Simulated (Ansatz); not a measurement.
Crystal: Pd.

```
Pd
1.0
     2.78367    0.00000    0.00000
    -1.39183    2.41072    0.00000
     0.00000    0.00000    4.62889
Pd
2
Direct
  0.33333 0.66667 0.25000
  0.66667 0.33333 0.75000
```

This isn't the form of Pd at room conditions, which is fcc.

| Item | Value |
| --- | --- |
| Program | Ansatz 0.2.0 |
| Task | relaxation of cell and atoms |
| Functional | PBE |
| Dispersion | D3(BJ) |
| Potentials or basis | Ansatz PAW |
| Cutoff | 420 eV (not typed: the program's choice for these potentials) |
| k mesh | 11 × 11 × 6 |
| Occupations | fermi-dirac, width 0.05 eV |
| Spin | no spin polarisation |

At the start: volume 15.53 Å³/atom.

How do energy, volume and symmetry change on relaxing?

It ends after 7 steps and the volume is 14.79 Å³/atom (-4.8 %); space group P6_3/mmc (No. 194, to 0.05 Å).

The path:
```csv
step,energy change (eV),largest force (eV/Å),volume (Å³)
1,0.0000,0.0000,31.06
2,-0.0403,0.0000,29.73
3,-0.0409,0.0000,29.57
4,-0.0409,0.0000,29.57
5,-0.0402,0.0000,29.57
6,-0.0402,0.0000,29.57
7,-0.0402,0.0000,29.57
```

Final structure:
```yaml
crystal:
  lattice:
    - [2.73622, 0.00000, 0.00000]
    - [-1.36811, 2.36964, 0.00000]
    - [0.00000, 0.00000, 4.56109]
  atoms:
    - { symbol: Pd, position: [0.33333, 0.66667, 0.25000] }
    - { symbol: Pd, position: [0.66667, 0.33333, 0.75000] }
```

Caveat: the plane-wave basis is chosen anew once the cell has moved, so the energies of steps on either side of that aren't comparable; pairwise dispersion overbinds metals, which lowers pressure and volume.
